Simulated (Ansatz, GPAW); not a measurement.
**CsSnI3 and the functional, program beside program**

```
CELL_PARAMETERS angstrom
6.20570 0.00000 0.00000
0.00000 6.20570 0.00000
0.00000 0.00000 6.20570
ATOMIC_POSITIONS crystal
Cs 0.00000 0.00000 0.00000
I 0.50000 0.50000 0.00000
I 0.50000 0.00000 0.50000
I 0.00000 0.50000 0.50000
Sn 0.50000 0.50000 0.50000
```

Kept alike: task band structure; k mesh 5 × 5 × 5; occupations fermi-dirac, width 0.05 eV; no spin polarisation. The mesh is that of the run's cell of 5 atoms. No spin-orbit coupling.

- A: Ansatz, Ansatz PAW, made for PBE, cutoff 420 to 500 eV
- B: GPAW; the program's PAW data sets (release 1.2.1) made for this functional (LDA); GPAW PAW data sets (gpaw-data 1.2.1) (PBE, r2SCAN); PAW data sets generated for this functional (PBEsol), cutoff 600 eV

| functional | A: pressure (GPa) | B: pressure (GPa) |
| --- | --- | --- |
| LDA | -1.57 | -1.57 |
| PBE | 0.53 | 0.52 |
| PBEsol | -0.69 | -0.69 |
| r2SCAN | 0.04 | 0.06 |

Pressure is positive in compression; plane-wave values hold the error of the finite cutoff, which Ansatz corrects. Values on potentials made for another functional: A at LDA, PBEsol, r2SCAN; B at r2SCAN.

Problem. How large is the effect of the functional, and do the programs agree on it?

Solution. From LDA to PBE the pressure moves by +2.10 in A, +2.09 in B (GPa). Row by row the programs differ by 0.00 to 0.02, and over this span the shifts, as printed, agree within 1 %. Shifts from LDA: PBE +2.10, +2.09; PBEsol +0.88, +0.88; r2SCAN +1.61, +1.63; the programs' shifts differ by up to 0.02.
